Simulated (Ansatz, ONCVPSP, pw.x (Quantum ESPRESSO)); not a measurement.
What a changed setting does to a pw.x run (bcc Mg)

Potential: optimised norm-conserving Vanderbilt (ONCV), ONCVPSP 4.0.1.1 (patched build), PBE; core [Ne], reference 3s2; waves: 3s: rc 2.80 bohr, ncon 4, nbas 9, qcut 2.8 1/bohr, 2 projectors, debl 3.7 Ha; p scattering state at 0.36 Ha: rc 2.15 bohr, ncon 4, nbas 9, qcut 4.6 1/bohr, 2 projectors, debl 1.2 Ha; d scattering state at 0.03 Ha: rc 2.90 bohr, ncon 3, nbas 6, qcut 3.8 1/bohr, 2 projectors, debl 3.4 Ha; local part: polynomial inside 1.40 bohr (lpopt 5, dvloc0 6 Ha); core correction: polynomial model core, fcfact 0.65.

The reference run (k-mesh 13³, cutoffs 50/200 Ry, Fermi–Dirac 0.01 Ry, mixing_beta 0.4, conv_thr 1e-9, no spin) gives -0.19 GPa at 22.870 Å³/atom, where all-electron LAPW gives 0.19 GPa. This run, with its own iteration cap, changes startingwfc to atomic.

```
&control
  calculation='scf', prefix='x', pseudo_dir='./', outdir='./tmp', tstress=.true., disk_io='none'
/
&system
  ibrav=0, nat=1, ntyp=1, ecutwfc=50, ecutrho=200, nbnd=8,
  occupations='smearing', smearing='fd', degauss=0.01
/
&electrons
  conv_thr=1e-09, mixing_beta=0.4, electron_maxstep=60, startingwfc='atomic'
/
ATOMIC_SPECIES
Mg 1.0 Mg.UPF
CELL_PARAMETERS angstrom
  -1.78814222 1.78814222 1.78814222
  1.78814222 -1.78814222 1.78814222
  1.78814222 1.78814222 -1.78814222
ATOMIC_POSITIONS crystal
Mg 0.0000 0.0000 0.0000
K_POINTS automatic
13 13 13 0 0 0
```

```bash
pw.x < Mg.scf.in > Mg.scf.out
```

Q: How does the run end?

A: It converges in 6 iterations; the free energy moves by +0.0 meV/atom and the pressure by +0.00 GPa. The result is that of the reference run.

```
Message from routine setup:
     using ibrav=0 with symmetry is DISCOURAGED, use correct ibrav instead
     lattice parameter (alat)  =       5.8528  a.u.
     unit-cell volume          =     154.3344 (a.u.)^3
     number of electrons       =         2.00
     number of Kohn-Sham states=            8
     kinetic-energy cutoff     =      50.0000  Ry
     charge density cutoff     =     200.0000  Ry
     scf convergence threshold =      1.0E-09
     Exchange-correlation= PBE
     number of k points=    84  Fermi-Dirac smearing, width (Ry)=  0.0100
     iteration #  1     ecut=    50.00 Ry     beta= 0.40
     total energy              =      -3.25410897 Ry
     estimated scf accuracy    <       0.00442686 Ry
     iteration #  2     ecut=    50.00 Ry     beta= 0.40
     total energy              =      -3.25359706 Ry
     estimated scf accuracy    <       0.00152054 Ry
     iteration #  3     ecut=    50.00 Ry     beta= 0.40
     total energy              =      -3.25362288 Ry
     estimated scf accuracy    <       0.00000015 Ry
     iteration #  4     ecut=    50.00 Ry     beta= 0.40
     c_bands:  1 eigenvalues not converged
     total energy              =      -3.25362413 Ry
     estimated scf accuracy    <       0.00000002 Ry
     iteration #  5     ecut=    50.00 Ry     beta= 0.40
     total energy              =      -3.25362413 Ry
     estimated scf accuracy    <       0.00000003 Ry
     iteration #  6     ecut=    50.00 Ry     beta= 0.40
     the Fermi energy is     3.6526 ev
!    total energy              =      -3.25362413 Ry
     estimated scf accuracy    <          4.6E-10 Ry
     smearing contrib. (-TS)   =      -0.00215500 Ry
     The total energy is F=E-TS. E is the sum of the following terms:
     one-electron contribution =       1.30117490 Ry
     hartree contribution      =       0.00323425 Ry
     xc contribution           =      -2.40191154 Ry
     ewald contribution        =      -2.15396673 Ry
     convergence has been achieved in   6 iterations
          total   stress  (Ry/bohr**3)                   (kbar)     P=       -1.93
     Message from routine punch:
     Nothing written, as per user request (disk_io='none')
```

The run took about 5.1 s on one core of a shared host (Intel(R) Xeon(R) 6975P-C, 192 threads, 1512 GiB, load 40).
